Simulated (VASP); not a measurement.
Set up this calculation in VASP 6.6.1, as the native input.

- Task: relaxation of cell and atoms
- Functional: PBE
- Potentials or basis: VASP PAW PBE potentials, release 64 (Ni, O)
- Cutoff: 600 eV
- k mesh: 12 × 12 × 12
- Occupations: gaussian, width 0.03 eV
- Spin: collinear spin, ferromagnetic start
- Starting moments: [2.0, 0.0] μB
- Further INCAR settings: ALGO = Normal; EDIFF = 1e-07; AMIX = 0.2; BMIX = 0.0001; IBRION = 2; EDIFFG = -0.005; NSW = 90; ISIF = 3

The structure of NiO lies in POSCAR:

```
NiO                                     
1.0
   -0.0000000000      2.1060867190      2.1060867190
    2.1060867190      0.0000000000      2.1060867190
    2.1060867190      2.1060867190     -0.0000000000
  Ni              O             
     1     1
Direct
     0.0000000000000000    0.0000000000000000    0.0000000000000000
     0.5000000000000000    0.5000000000000000    0.5000000000000000
```

These files were run (other wordings do the same):

INCAR

```
SYSTEM = NiO
  PREC = Accurate
  ENCUT = 600
  EDIFF = 1E-7
  ISMEAR = 0
  SIGMA = 0.03
  LREAL = .FALSE.
  LASPH = .TRUE.
  NELM = 150
  ALGO = Normal
  ISIF = 3
  LWAVE = .FALSE.
  LCHARG = .FALSE.
  ISPIN = 2
  MAGMOM = 2 0
  LORBIT = 11
  LMAXMIX = 4
  GGA = PE
  IBRION = 2
  NSW = 90
  EDIFFG = -0.005
  AMIX = 0.2
  BMIX = 1E-4
  AMIX_MAG = 0.8
  BMIX_MAG = 1E-4
```

KPOINTS

```
regular mesh
0
G
  12 12 12
  0 0 0
```

Potentials or basis: VASP PAW PBE potentials, release 64 (Ni, O).

Command:

```sh
$ cat potpaw_PBE.64/Ni/POTCAR potpaw_PBE.64/O/POTCAR > POTCAR
$ mpirun -np 1 vasp_std > vasp.out
```

Results of the run:

```
Pressure after relaxing                               : 0.1 GPa
Band gap on the k mesh                                : none (metal or under the smearing width)
Net moment                                            : 1.79 μB per cell
Site moments                                          : Ni +1.47; O +0.27 μB
Valence electrons inside the program's atomic spheres : Ni 8.94; O 4.97
```

Caveat: the relaxation stopped at its first step, so nothing moved; a cell with one magnetic atom can't hold antiferromagnetic order, which such compounds often take; semilocal functionals often make such compounds metallic where correlation or magnetic order opens a gap, which also shifts bond lengths.

It took 68 s on 1 thread of AMD EPYC 7R43 64-Core Processor (Zen 3), with other jobs on the host, peak memory 0.13 GiB.
